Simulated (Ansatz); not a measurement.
Method: Ansatz 0.2.0, DFT PBE, scalar-relativistic, plane waves, PAW. All cells share a 420 eV cutoff and Γ-centred k meshes spaced at most about 0.3 Å⁻¹ (about 0.25 or finer for metals, 2π included). No spin polarisation.

These are static total energies at zero pressure.

Compare these two cells of In₃Ga₂As₅, each relaxed at this level.

A.

```cif
data_structure
_symmetry_space_group_name_H-M 'I-4m2'
_symmetry_Int_Tables_number 119
_cell_length_a 4.2414
_cell_length_b 4.2414
_cell_length_c 30.2218
_cell_angle_alpha 90.000
_cell_angle_beta 90.000
_cell_angle_gamma 90.000
_cell_volume 543.67
loop_
_atom_site_label
_atom_site_type_symbol
_atom_site_symmetry_multiplicity
_atom_site_Wyckoff_symbol
_atom_site_fract_x
_atom_site_fract_y
_atom_site_fract_z
_atom_site_occupancy
In1 In 4 e 0.50000 0.50000 0.10557 1
In2 In 2 a 0.00000 0.00000 0.00000 1
Ga1 Ga 4 e 0.00000 0.00000 0.20420 1
As1 As 4 f 0.50000 0.00000 0.15876 1
As2 As 2 c 0.00000 0.50000 0.25000 1
As3 As 4 f 0.00000 0.50000 0.44721 1
```

B.

```cif
data_structure
_symmetry_space_group_name_H-M 'R3m:H'
_symmetry_Int_Tables_number 160
_cell_length_a 4.2515
_cell_length_b 4.2515
_cell_length_c 52.2271
_cell_angle_alpha 90.000
_cell_angle_beta 90.000
_cell_angle_gamma 120.000
_cell_volume 817.53
loop_
_atom_site_label
_atom_site_type_symbol
_atom_site_symmetry_multiplicity
_atom_site_Wyckoff_symbol
_atom_site_fract_x
_atom_site_fract_y
_atom_site_fract_z
_atom_site_occupancy
In1 In 3 a 0.00000 0.00000 0.00297 1
In2 In 3 a 0.00000 0.00000 0.19730 1
In3 In 3 a 0.33333 0.66667 0.26679 1
Ga1 Ga 3 a 0.33333 0.66667 0.06891 1
Ga2 Ga 3 a 0.66667 0.33333 0.13132 1
As1 As 3 a 0.00000 0.00000 0.05425 1
As2 As 3 a 0.33333 0.66667 0.11670 1
As3 As 3 a 0.66667 0.33333 0.17894 1
As4 As 3 a 0.00000 0.00000 0.24834 1
As5 As 3 a 0.33333 0.66667 0.31782 1
```

Task: Which would you expect to be lower, and how large is the difference?

Result: A is lower, by 8 meV/atom. A has In and Ga ordered on zinc blende sites, space group I-4m2 (No. 119), 27.2 Å³/atom and no gap on its mesh; B has In and Ga ordered on zinc blende sites, space group R3m (No. 160), 27.3 Å³/atom and no gap. Counting As atoms around Ga and In (those within 1.25 times the shortest such distance or 1.15 times the sum of covalent radii, 1.27 where that leaves under three), A and B both have In 4, Ga 4. Both come from invented guesses.

The k mesh leaves some 4 meV/atom of noise in the energy of each metallic cell. The zero gap of I-4m2, R3m may come from the functional, which often closes small gaps. Cells relaxed within their symmetry can be saddle points.
